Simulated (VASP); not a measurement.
# Ba (P6/mmm) in VASP: notebook

The runs below take Ba through single point, with LDA.

All numbers are computed with VASP 6.6.1; they aren't measurements. Logs are shortened: lines on timing, memory, paths and dates and some standing lists are left out, and cuts for length are marked.

**1. The structure**

The structure is hexagonal, space group P6/mmm (No. 191). The conventional cell has a = 4.312 Å, b = 4.312 Å, c = 3.913 Å, α = 90.00°, β = 90.00°, γ = 120.00°. Ba (site symmetry 6/mmm) has 8 Ba at 3.91 to 4.31 Å as nearest neighbours.

This isn't the form of Ba at room conditions, which is bcc.

**2. Single point, LDA**

Contents of INCAR:

```
SYSTEM = Ba
ADDGRID = .False.
ALGO = Normal
EDIFF = 1E-6
ENCUT = 300
GGA = CA
ISIF = 2
ISMEAR = -1
LASPH = .True.
LCHARG = .False.
LREAL = .False.
LWAVE = .False.
NBANDS = 11
NELM = 100
PREC = Accurate
SIGMA = 0.2
```

Contents of KPOINTS:

```
k-points
0
Gamma
  4 4 4
  0 0 0
```

Contents of POSCAR:

```
Ba
1.0
    4.3116136979      0.0000000000      0.0000000000
   -2.1558068490      3.7339669937      0.0000000000
    0.0000000000      0.0000000000      3.9134133000
Ba
1
Direct
    0.0000000000      0.0000000000      0.0000000000
```

Potentials or basis: VASP PAW LDA potentials, release 64 (Ba_sv).

Launch:

```
> cat potpaw_LDA.64/Ba_sv/POTCAR > POTCAR
> mpirun -np 1 vasp_std > vasp.out
```

OUTCAR:

```text
SYSTEM = Ba
   EDIFF = 1E-6
   ENCUT = 300
   GGA = CA
   ISIF = 2
   ISMEAR = -1
   LASPH = .True.
   LREAL = .False.
   NELM = 100
   PREC = Accurate

 Found     12 irreducible k-points:

 Following reciprocal coordinates:
            Coordinates               Weight
  0.000000  0.000000  0.000000      1.000000
  0.250000  0.000000  0.000000      6.000000
  0.500000  0.000000  0.000000      3.000000
  0.250000  0.250000  0.000000      6.000000
  0.000000  0.000000  0.250000      2.000000
  0.250000  0.000000  0.250000     12.000000
   k-points           NKPTS =     12   k-points in BZ     NKDIM =     12   number of bands    NBANDS=     11
   number of dos      NEDOS =    301   number of ions     NIONS =      1
   total plane-waves  NPLWV =  13824
   dimension x,y,z NGX =    24 NGY =   24 NGZ =   24
   dimension x,y,z NGXF=    48 NGYF=   48 NGZF=   48
   ions per type =               1
   NGX,Y,Z   is equivalent  to a cutoff of   9.25,  9.25, 10.20 a.u.
   NGXF,Y,Z  is equivalent  to a cutoff of  18.51, 18.51, 20.39 a.u.
 SYSTEM =  Ba
   PREC   = accura    normal or accurate (medium, high low for compatibility)
   ISTART =      0    job   : 0-new  1-cont  2-samecut
   ICHARG =      2    charge: 1-file 2-atom 10-const
   ISPIN  =      1    spin polarized calculation?
   LNONCOLLINEAR =      F non collinear calculations
   LSORBIT =      F    spin-orbit coupling
   LASPH  =      T    aspherical Exc in radial PAW
   ENCUT  =  300.0 eV  22.05 Ry    4.70 a.u.   6.09  6.09  5.53*2*pi/ulx,y,z
   NELM   =    100;   NELMIN=  2; NELMDL= -5     # of ELM steps
   EDIFF  = 0.1E-05   stopping-criterion for ELM
   LREAL  =      F    real-space projection
   EDIFFG = 0.1E-04   stopping-criterion for IOM
   NSW    =      0    number of steps for IOM
   IBRION =     -1    ionic relax: 0-MD 1-quasi-New 2-CG
   NFREE  =      0    steps in history (QN), initial steepest desc. (CG)
   ISIF   =      2    stress and relaxation
   ISYM   =      2    0-nonsym 1-usesym 2-fastsym
   POTIM  = 0.5000    time-step for ionic-motion
   TEBEG  =    0.0;   TEEND  =   0.0 temperature during run
   PSTRESS=    0.0 pullay stress
   NELECT =      10.0000    total number of electrons
   NUPDOWN=      -1.0000    fix difference up-down
   EMIN   =  10.00;   EMAX   =-10.00  energy-range for DOS
   EFERMI =   0.00;   METHOD = LEGACY
   ISMEAR =    -1;   SIGMA  =   0.20  broadening in eV -4-tet -1-fermi 0-gaus
   EFERMI_NEDOS =   21; number of points for ismear=-14 and -15
   IALGO  =     38    algorithm
   IMIX   =      4    mixing-type and parameters
     AMIX     =   0.40;   BMIX     =  1.00
     AMIX_MAG =   1.60;   BMIX_MAG =  1.00
  volume/ion in A,a.u.               =      63.00       425.17
  Fermi-wavevector in a.u.,A,eV,Ry     =   0.886379  1.675014 10.689660  0.785668
  Thomas-Fermi vector in A             =   2.007537
   LORBIT       =      0    0 simple, 1 ext, 2 COOP (PROOUT), +10 PAW based schemes
   GGA     = CA    functional components
   LHFCALC =     F    Hartree Fock is set to
   AEXX    =    0.0000 exact exchange contribution
   IVDW    =     0    specifies the selected vdW correction
   LEPSILON=     F    determine dielectric tensor
   LRPA    =     F    only Hartree local field effects (RPA)
 non-spin polarized calculation
  energy-cutoff  :      300.00
  volume of cell :       63.00
 maximum number of plane-waves:       751
   NGX = 13   NGY = 13   NGZ = 11

 number of electron      10.0000006 magnetization

 Free energy of the ion-electron system (eV)
  ---------------------------------------------------
  ext. energy  EPLUGINS =         0.00000000
  ---------------------------------------------------
  free energy    TOTEN  =        -2.13187680 eV

  energy without entropy =       -1.87345572  energy(sigma->0) =       -2.00266626

 E-fermi :   1.3775     XC(G=0):  -7.5963

 val. band max:        1.2761206584   @ k =   0.2500   0.2500   0.2500
 cond. band min:       1.3991721276   @ k =   0.5000   0.0000   0.2500
 fundamental gap:      0.1230514693
 Fermi energy:         1.3774730867

 k-point     1 :       0.0000    0.0000    0.0000
  band No.  band energies     occupation
      1     -27.5263      2.00000
      2     -12.4767      2.00000
      3     -12.4767      2.00000
      4     -12.3561      2.00000
      5      -1.2697      2.00000
      6       1.4796      0.75004
      7       3.0974      0.00037
      8       3.0974      0.00037
      9       6.3047      0.00000
     10       6.3047      0.00000
     11       7.5314      0.00000

 k-point     2 :       0.2500    0.0000    0.0000
  band No.  band energies     occupation
      1     -27.5049      2.00000
      2     -12.7371      2.00000
      3     -12.5360      2.00000
      4     -12.3294      2.00000
      5      -0.3490      1.99964
      6       1.7510      0.26764
      7       2.2731      0.02246
      8       4.1336      0.00000
      9       5.0854      0.00000
     10       6.0804      0.00000
     11       8.2320      0.00000

 k-point     3 :       0.5000    0.0000    0.0000
  band No.  band energies     occupation
      1     -27.4834      2.00000
      2     -12.9788      2.00000
      3     -12.5939      2.00000
      4     -12.3024      2.00000
      5       0.4695      1.97887
      6       1.7723      0.24388
      7       2.4869      0.00777
      8       4.3770      0.00000
      9       5.8793      0.00000
     10       6.2036      0.00000
     11       7.3500      0.00000

 k-point     4 :       0.2500    0.2500    0.0000
  band No.  band energies     occupation
      1     -27.4834      2.00000
      2     -12.8868      2.00000
      3     -12.6953      2.00000
      4     -12.3024      2.00000
      5       0.9572      1.78207
      6       1.6869      0.35101
      7       2.1368      0.04390
      8       4.6567      0.00000
      9       5.3950      0.00000
     10       5.6281      0.00000
     11       6.8422      0.00000

 k-point     5 :       0.0000    0.0000    0.2500
  band No.  band energies     occupation
      1     -27.4929      2.00000
      2     -12.7670      2.00000
      3     -12.4389      2.00000
      4     -12.4389      2.00000
      5      -0.4816      1.99982
      6       2.3160      0.01816
      7       3.3630      0.00010
      8       3.3630      0.00010
      9       4.8814      0.00000
     10       4.8814      0.00000
     11       7.1441      0.00000

 k-point     6 :       0.2500    0.0000    0.2500
  band No.  band energies     occupation
      1     -27.4720      2.00000
      2     -12.7329      2.00000
      3     -12.6858      2.00000
      4     -12.4964      2.00000
      5       0.3448      1.98862
      6       2.1759      0.03625
      7       2.9642      0.00072
      8       3.8628      0.00001
      9       4.2029      0.00000
     10       4.7234      0.00000
     11       8.2564      0.00000

 [... further k-points ...]

------------------------ aborting loop because EDIFF is reached ----------------------------------------

  FORCE on cell =-STRESS in cart. coord.  units (eV):
  Direction    XX          YY          ZZ          XY          YZ          ZX
  --------------------------------------------------------------------------------------
  -------------------------------------------------------------------------------------
  Total       -0.5038170     -0.5038170     -0.2596359      0.0000000      0.0000000     -0.0000000
  in kB      -12.8120124    -12.8120124     -6.6025132      0.0000000      0.0000000     -0.0000000
  external PRESSURE =     -10.7421793 kB  Pullay stress =       0.0000000 kB

 VOLUME and BASIS-vectors are now :
 -----------------------------------------------------------------------------
  energy-cutoff  :      300.00
  volume of cell :       63.00
      direct lattice vectors                 reciprocal lattice vectors
     4.311613698  0.000000000  0.000000000     0.231931724  0.133905844  0.000000000
    -2.155806849  3.733966994  0.000000000     0.000000000  0.267811687  0.000000000
     0.000000000  0.000000000  3.913413300     0.000000000  0.000000000  0.255531405

 POSITION                                       TOTAL-FORCE (eV/Angst)
 -----------------------------------------------------------------------------------
      0.00000      0.00000      0.00000         0.000000      0.000000      0.000000
 -----------------------------------------------------------------------------------
    total drift:                               -0.000000      0.000000      0.000000

  FREE ENERGIE OF THE ION-ELECTRON SYSTEM (eV)
  ---------------------------------------------------
  free  energy   TOTEN  =        -2.1318768040 eV

  energy  without entropy=       -1.8734557233  energy(sigma->0) =       -2.00266626
```

Wall time 1.5 s (1 thread of Intel Xeon 6975P-C (Granite Rapids), shared host); peak memory 0.12 GiB.

The run converged, but some of its settings lie outside the range that counts as converged, so its numbers aren't taken as properties of the crystal.

What came out:

* Free energy: -2.1319 eV
* Pressure: -1.1 GPa

Caveat: the k mesh is coarse (spacing up to 0.42 Å⁻¹), so the values aren't converged; the mesh shows a gap though the element is a metal.

**3. Single point, LDA**

INCAR is that of step 2.

KPOINTS is that of step 2.

Contents of POSCAR:

```
Ba
1.0
    4.3404360000      0.0427450000      0.0778240000
   -2.1332000000      3.6827230000     -0.0419260000
    0.0706370000     -0.0031590000      3.9204320000
Ba
1
Direct
    0.0107920000      0.0146870000     -0.0229320000
```

Potentials or basis: VASP PAW LDA potentials, release 64 (Ba_sv).

Launch:

```
> cat potpaw_LDA.64/Ba_sv/POTCAR > POTCAR
> mpirun -np 1 vasp_std > vasp.out
```

Run time: 3.4 s. Hardware: 1 thread of Intel Xeon 6975P-C (Granite Rapids), shared host; peak memory 0.13 GiB.

The run converged, but some of its settings lie outside the range that counts as converged, so its numbers aren't taken as properties of the crystal.

Results:

| Property | Result |
| --- | --- |
| Free energy | -2.1325 eV |
| Pressure | -1.1 GPa |

Caveat: the k mesh is coarse (spacing up to 0.42 Å⁻¹), so the values aren't converged; the mesh shows a gap though the element is a metal.

**4. For comparison**

An earlier run on the cell as given: functional PBE; potentials or basis VASP PAW PBE potentials, release 64 (Ba_sv); cutoff 520 eV; k mesh 7 × 7 × 7; occupations fermi-dirac, width 0.05 eV; no spin polarisation.

* Pressure: -0.1 GPa
* Band gap on the k mesh: none (metal or under the smearing width)
